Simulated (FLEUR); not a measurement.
Runs of FLEUR MaX-R8.1 (later development tree) on Br. It takes space group Cmce (No. 64, orthorhombic). Conventional cell: a = 6.726 Å, b = 4.645 Å, c = 8.702 Å, α = 90.00°, β = 90.00°, γ = 90.00°. Br (site symmetry m) is surrounded by 1 Br at 2.29 Å. 

```tsv
task	level	gmax	muffin-tin radii	max iterations	mixing factor	mixer	kmax	gap on the mesh (eV)
band structure	r2SCAN	15.2 1/bohr	Br 2.0 bohr	80	0.05	Anderson	4.9 1/bohr	(a)
single point	PBEsol	15.7 1/bohr	Br 1.94 bohr	60	0.05	Anderson	5.05 1/bohr	1.84
band structure	PBEsol	15.2 1/bohr	Br 2.0 bohr	60	0.05	Anderson	4.9 1/bohr	1.84
band structure	LDA	15.2 1/bohr	Br 2.0 bohr	60	0.05	Anderson	4.9 1/bohr	1.75
```

Alike in all rows: potentials or basis all-electron, FLAPW; no spin polarisation; cell as given; k mesh 7 × 7 × 3; smearing fermi-dirac 0.05 eV.

Q: Estimate the missing entries.

A: (a) 2.17.

Caveats: the meta-GGA is that of a development version, with a GGA for the radial functions and cores and without core tails (some runs); an odd mesh through Γ misses points on the zone boundary, where band edges often lie (some runs).

A k mesh can miss the band edges, and the runs leave out spin-orbit coupling on Br.

Not every run made on this cell is shown here.
